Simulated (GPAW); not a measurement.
# C (C2/m) in GPAW: convergence with convergence criteria

Aim: find how far convergence criteria must go before the results for C settle, at PBE. This setting moves, with any that are tied to it; all else stays.

Everything below comes from runs of GPAW 26.7.0. Logs are shortened: lines on timing, memory, paths and dates and some standing lists are left out, and cuts for length are marked. The log counts tension as positive stress, the text compression.

## Step 1: Starting point

Symmetry: C2/m, No. 12, monoclinic system. The conventional cell has a = 4.255 Å, b = 2.457 Å, c = 3.765 Å, α = 90.00°, β = 111.49°, γ = 90.00°. C (site symmetry m) has 3 C at 1.42 Å as nearest neighbours.

This is a stacking variant of graphite.

## Step 2: With convergence criteria density=0.001 energy=0.01 eigenstates=0.0001

File run.py:

```python
from ase.dft.bandgap import bandgap
from ase.io import read, write
from ase.units import GPa
from gpaw import GPAW, PW

atoms = read('C.xyz')

calc = GPAW(mode=PW(800),
            xc='PBE',
            kpts={'size': (8, 8, 5), 'gamma': True},
            occupations={'name': 'fermi-dirac', 'width': 0.05},
            nbands=11,
            convergence={'density': 0.001, 'energy': 0.01, 'eigenstates': 0.0001},
            maxiter=100,
            txt='gpaw.txt')
atoms.calc = calc
energy = atoms.get_potential_energy()
forces = atoms.get_forces()
stress = atoms.get_stress()
calc.write('gs.gpw')
write('result.traj', atoms)
print(f'Energy: {energy:.6f} eV')
print('Forces (eV/A):')
print(forces.round(4))
print('Stress (GPa):', (stress / GPa).round(3))
print('Fermi level:', round(calc.get_fermi_level(), 4), 'eV')
print(f'Gap: {bandgap(calc)[0]:.4f} eV, direct: {bandgap(calc, direct=True)[0]:.4f} eV')
```

File C.xyz:

```xyz
2
Lattice="2.1273203072 -1.2282824400 0.0000000000 2.1273203072 1.2282824400 0.0000000000 -1.3790696309 0.0000000000 3.5028300786" Properties=species:S:1:pos:R:3 pbc="T T T"
C     -0.6699289920      0.0000000000      3.5025041753
C      3.5454999755      0.0000000000      0.0003259033
```

Potentials or basis: GPAW PAW data sets (gpaw-data 1.2.1), pw.

Run with:

```sh
> OMP_NUM_THREADS=1 python run.py
```

Wall time 15 s (1 thread of Arm Neoverse V1, shared host); peak memory 0.15 GiB.

What came out:

* Free energy: -18.4441 eV
* Pressure: 3.6 GPa
* Largest force: 0.006 eV/Å
* Band gap on the k mesh: 1.73 eV, direct

## Step 3: With convergence criteria default

Changes to run.py since step 2:

```diff
@@ -12,3 +12,2 @@
             nbands=11,
-            convergence={'density': 0.001, 'energy': 0.01, 'eigenstates': 0.0001},
             maxiter=100,
```

C.xyz is that of step 2.

Potentials or basis: GPAW PAW data sets (gpaw-data 1.2.1), pw.

Run with:

```sh
> OMP_NUM_THREADS=1 python run.py
```

Wall time 19 s (1 thread of Arm Neoverse V1, shared host); peak memory 0.15 GiB.

The run converged. Its results:

* Free energy: -18.4441 eV
* Pressure: 3.7 GPa
* Largest force: 0.007 eV/Å
* Band gap on the k mesh: 1.73 eV, direct

## Step 4: With convergence criteria density=1e-05 energy=1e-05

Changes to run.py since step 3:

```diff
@@ -12,2 +12,3 @@
             nbands=11,
+            convergence={'density': 1e-05, 'energy': 1e-05},
             maxiter=100,
```

C.xyz is that of step 3.

Run with:

```sh
> OMP_NUM_THREADS=1 python run.py
```

Run time: 20 s. Hardware: 1 thread of Arm Neoverse V1, shared host; peak memory 0.15 GiB.

It converged, with:

```yaml
Free_energy: -18.4441 eV
Pressure: 3.7 GPa
Largest_force: 0.007 eV/Å
Band_gap_on_the_k_mesh: 1.73 eV, direct
```

## Step 5: With convergence criteria density=1e-05 forces=0.0001

Changes to run.py since step 4:

```diff
@@ -12,3 +12,3 @@
             nbands=11,
-            convergence={'density': 1e-05, 'energy': 1e-05},
+            convergence={'density': 1e-05, 'forces': 0.0001},
             maxiter=100,
```

C.xyz is that of step 4.

Run with:

```sh
> OMP_NUM_THREADS=1 python run.py
```

It took 21 s on 1 thread of Arm Neoverse V1, shared host; peak memory 0.15 GiB.

Results (log left out):

* Free energy: -18.4441 eV
* Pressure: 3.7 GPa
* Largest force: 0.007 eV/Å
* Band gap on the k mesh: 1.73 eV, direct

## Step 6: With convergence criteria density=1e-06 energy=1e-06 eigenstates=1e-10

Changes to run.py since step 5:

```diff
@@ -12,3 +12,3 @@
             nbands=11,
-            convergence={'density': 1e-05, 'forces': 0.0001},
+            convergence={'density': 1e-06, 'energy': 1e-06, 'eigenstates': 1e-10},
             maxiter=100,
```

C.xyz is that of step 5.

Potentials or basis: GPAW PAW data sets (gpaw-data 1.2.1), pw.

Run with:

```sh
> OMP_NUM_THREADS=1 python run.py
```

gpaw.txt:

```text
__  _  _
 | _ |_)|_||  |
 |__||  | ||/\| - 26.7.0

Input parameters:
  mode=PW(ecut=800.0),
  convergence={'density': 1e-06, 'energy': 1e-06, 'eigenstates': 1e-10},
  kpts=MonkhorstPack(size=(8, 8, 5), gamma=True),
  maxiter=100,
  nbands=11,
  occupations=Occupations(name='fermi-dirac', width=0.05),
  xc=XC(name='PBE')

Diagonalizing LCAO Hamiltonian
Converting LCAO to pw mode

       C

                 C

Atoms  # Å, Bohr magnetons
|   | symbol |         x |        y |        z |    initial magnetic moments |
|---|--------|-----------|----------|----------|-----------------------------|
| 0 |      C | -0.669929 | 0.000000 | 3.502504 | ( 0.0000,  0.0000,  0.0000) |
| 1 |      C |  3.545500 | 0.000000 | 0.000326 | ( 0.0000,  0.0000,  0.0000) |

Unit cell  # Å
| periodic |         x |         y |        z |  lengths |     angles |
|----------|-----------|-----------|----------|----------|------------|
|      yes |  2.127320 | -1.228282 | 0.000000 | 2.456455 | 108.496630 |
|      yes |  2.127320 |  1.228282 | 0.000000 | 2.456455 | 108.496630 |
|      yes | -1.379070 |  0.000000 | 3.502830 | 3.764525 |  60.002969 |

Number of symmetries: 4
Symmetry operations  # r_c * U_cc + t_c -> r_c
|   | kind |            matrix            |
|---|------|------------------------------|
| 0 |  E   |  1, 0, 0,  0, 1, 0,  0, 0, 1 |
| 1 |  σ   |  0, 1, 0,  1, 0, 0,  0, 0, 1 |
| 2 |  C2  |  0,-1, 0, -1, 0, 0,  0, 0,-1 |
| 3 |  i   | -1, 0, 0,  0,-1, 0,  0, 0,-1 |

BZ-sampling:
  Number of BZ points: 320
  Number of IBZ points: 93

  Monkhorst-Pack size: [8, 8, 5]
  Monkhorst-Pack shift: [0.0625, 0.0625, 0.0]

K-points  # in reciprocal-cell coordinates
|     |                                coordinates |     weight |
|-----|--------------------------------------------|------------|
|   0 | (  0.00000000,   0.00000000,   0.00000000) | 0.00312500 |
|   1 | (  0.00000000,   0.00000000,   0.20000000) | 0.00625000 |
|   2 | (  0.00000000,   0.00000000,   0.40000000) | 0.00625000 |
|   3 | (  0.12500000,  -0.12500000,   0.00000000) | 0.00625000 |
|   4 | (  0.12500000,  -0.12500000,   0.20000000) | 0.01250000 |
[... 68 lines left out ...]
  SVD Regularization: 0.005
  Good broyden scale: 1.0
  Trust region scale: 1.0
  Backstep threshold: 4.0
  History deletion threshold: 6.0
  Fourier metric: weight=20.0, sigma=0.015

occupation numbers:
  Fermi-Dirac:
    width: 0.0500  # eV

poisson solver:
  ecut: 6400.0  # eV

xc functional:
  name: PBE with 2 nearest neighbor stencil

convergence criteria:
- Maximum integral of absolute [dens]ity change: 1e-06 electrons / valence electron
- Maximum [total energy] change in last 3 cyles: 1e-06 eV / valence electron
- Maximum integral of absolute [eigenst]ate change: 1e-10 eV^2 / valence electron
maximum number of iterations: 100

SCF iterations
|iter     | |      energy | eigst |  dens |
|---------|-|-------------|-------|-------|
|iter:   1| |  -19.457176 | +0.63 |       |
|iter:   2| |  -19.319198 | -1.62 | -0.75 |
|iter:   3| |  -18.436616 | -1.06 | -0.78 |
|iter:   4| |  -18.441980 | -2.61 | -1.60 |
|iter:   5| |  -18.444057 | -3.92 | -2.03 |
|iter:   6| |  -18.444065 | -5.80 | -3.23 |
|iter:   7| |  -18.444068 | -6.87 | -3.63 |
|iter:   8| |  -18.444068c| -8.58 | -4.88 |
|iter:   9| |  -18.444068c|-10.18c| -5.34 |
|iter:  10| |  -18.444068c|-10.81c| -6.45c|

Converged in 10 steps
Energy contributions relative to reference atoms: (reference = -2055.256231)

Energy contributions:
  Kinetic:          18.540088
  Coulomb:         -18.845389
  Zero:              0.041335
  External:          0.000000
  Xc:              -18.180101
  Entropy:          -0.000000
  Spinorbit:         0.000000
  ----------------------------
  Free energy:     -18.444068
  Extrapolated:    -18.444068

dipole moment: (0.000001, -0.000000, 0.000002)  # |e|*Ang

Fermi level: 5.866
Eigenvalues  # (at kpt = [0.000, 0.000, 0.000])
| band index |      eig [eV] | occ [0-2] |
|------------|---------------|-----------|
|          0 |       -13.889 |     2.000 |
|          1 |        -1.035 |     2.000 |
|          2 |         2.799 |     2.000 |
|          3 |         2.803 |     2.000 |
|          4 |         9.735 |     0.000 |
|          5 |        14.243 |     0.000 |
|          6 |        14.245 |     0.000 |
|          7 |        17.329 |     0.000 |
|          8 |        18.665 |     0.000 |
|          9 |        28.646 |     0.000 |
|         10 |        30.022 |     0.000 |

Gap: 1.727 eV
Transition (v -> c):
  (s=0, k=45, n=3, [0.38, -0.25, 0.20]) -> (s=0, k=45, n=4, [0.38, -0.25, 0.20])
No difference between direct/indirect transitions

Forces  # eV/Ang
|        x |       y |        z |
|----------|---------|----------|
| -0.00553 | 0.00000 |  0.00356 |  # C    0
|  0.00553 | 0.00000 | -0.00356 |  # C    1

Stress tensor  # eV/Ang^3
|         x |         y |         z |
|-----------|-----------|-----------|
| -0.029744 |  0.000000 |  0.000208 |
|  0.000000 | -0.029601 |  0.000000 |
|  0.000208 |  0.000000 | -0.009313 |

# Writing to gs.gpw (mode='')
```

stdout:

```text
Energy: -18.444068 eV
Forces (eV/A):
[[-0.0055  0.      0.0036]
 [ 0.0055  0.     -0.0036]]
Stress (GPa): [-4.766 -4.743 -1.492  0.     0.033  0.   ]
Fermi level: 5.8664 eV
Gap: 1.7271 eV, direct: 1.7271 eV
```

Run time: 23 s. Hardware: 1 thread of Arm Neoverse V1, shared host; peak memory 0.15 GiB.

Results:

- Free energy: -18.4441 eV
- Pressure: 3.7 GPa
- Largest force: 0.007 eV/Å
- Band gap on the k mesh: 1.73 eV, direct

## Step 7: The series at a glance

```csv
convergence criteria,"energy less the tightest run, at zero smearing (meV/atom)",SCF cycles,CPU time (s),peak memory (GiB)
density=0.001 energy=0.01 eigenstates=0.0001,0.00,6,15,0.15
default,0.00,8,19,0.15
density=1e-05 energy=1e-05,0.00,9,20,0.15
density=1e-05 forces=0.0001,0.00,10,21,0.15
density=1e-06 energy=1e-06 eigenstates=1e-10,0.00,10,23,0.15
```

Against the tightest run, the energy stays within 1 meV/atom from density=0.001 energy=0.01 eigenstates=0.0001 on. The tightest run that finished is the yardstick and may itself not be fully converged.

Caveats: an odd mesh through Γ misses points on the zone boundary, where band edges often lie; this functional lacks dispersion, which binds the layers, so the pressure and a relaxed spacing across them are unreliable.
